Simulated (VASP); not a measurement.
Here is a VASP 6.6.1 calculation.

File POSCAR:

```
BN
1.0
    0.0000000000      1.8033209052      1.8033209052
    1.8033209052      0.0000000000      1.8033209052
    1.8033209052      1.8033209052      0.0000000000
  B               N
     1     1
Direct
     0.0000000000000000    0.0000000000000000    0.0000000000000000
     0.2500000000000000    0.2500000000000000    0.2500000000000000
```

File INCAR.step1:

```
SYSTEM = BN
  PREC = Accurate
  ENCUT = 600
  EDIFF = 1E-8
  ISMEAR = 0
  SIGMA = 0.03
  LREAL = .False.
  LASPH = .True.
  NELM = 80
  ALGO = Normal
  ISIF = 3
  LWAVE = .False.
  LCHARG = .False.
  GGA = PS
  IBRION = 2
  NSW = 40
  EDIFFG = -0.002
```

Contents of INCAR.step2:

```
SYSTEM = BN
  PREC = Accurate
  ENCUT = 600
  EDIFF = 1E-8
  ISMEAR = 0
  SIGMA = 0.03
  LREAL = .False.
  LASPH = .True.
  NELM = 80
  ALGO = Normal
  ISIF = 2
  LWAVE = .False.
  LCHARG = .False.
  GGA = PS
  IBRION = 6
  NFREE = 2
  POTIM = 0.015
  NSW = 1
```

The input KPOINTS:

```
regular mesh
0
Gamma
  14 14 14
  0 0 0
```

Potentials or basis: VASP PAW PBE potentials, release 64 (B, N).

The run is started by

```sh
$ cat potpaw_PBE.64/B/POTCAR potpaw_PBE.64/N/POTCAR > POTCAR
$ cp INCAR.step1 INCAR
$ mpirun -np 1 vasp_std > vasp.out
$ cp CONTCAR POSCAR
$ cp INCAR.step2 INCAR
$ mpirun -np 1 vasp_std > vasp.out
```

Estimate the highest phonon frequency at Γ, LO-TO splitting left out.

1049 cm⁻¹.

Phonon frequencies in cm⁻¹ (negative: imaginary):
| q point | frequencies |
| --- | --- |
| (0.000, 0.000, 0.000) | 0 0 0 1049 1049 1049 |
